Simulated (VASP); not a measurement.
A run of VASP 6.6.1:

INCAR

```
PREC = Accurate ; ENCUT = 600
EDIFF = 1E-6 ; ISMEAR = 1
SIGMA = 0.1 ; LREAL = False
LASPH = True ; NELM = 80
ALGO = Normal ; ISIF = 3
LWAVE = False ; LCHARG = False
GGA = PS ; IBRION = 2
NSW = 90 ; EDIFFG = -0.01
KPAR = 4
```

KPOINTS

```
regular mesh
0
Gamma
  8 8 8
```

POSCAR

```
CoSi
1.0
    4.4380000000      0.0000000000      0.0000000000
    0.0000000000      4.4380000000      0.0000000000
    0.0000000000      0.0000000000      4.4380000000
Co Si
4 4
Direct
    0.1400000000      0.1400000000      0.1400000000
    0.3600000000      0.8600000000      0.6400000000
    0.6400000000      0.3600000000      0.8600000000
    0.8600000000      0.6400000000      0.3600000000
    0.8430000000      0.8430000000      0.8430000000
    0.6570000000      0.1570000000      0.3430000000
    0.3430000000      0.6570000000      0.1570000000
    0.1570000000      0.3430000000      0.6570000000
```

Potentials or basis: VASP PAW PBE potentials, release 64 (Co, Si).

Command:

```console
$ cat potpaw_PBE.64/Co/POTCAR potpaw_PBE.64/Si/POTCAR > POTCAR
$ mpirun -np 4 vasp_std > vasp.out
```

Hardware: 4 MPI ranks on AMD EPYC 9R45 (Zen 5), with other jobs on the host.

Task: How long does it take, and how much memory?

Result: Run time: 2.4 min on 4 MPI ranks on AMD EPYC 9R45 (Zen 5), on a shared host, peak memory 0.27 GiB a rank. Counts: scf iterations 80, k points 45, ion steps 10.
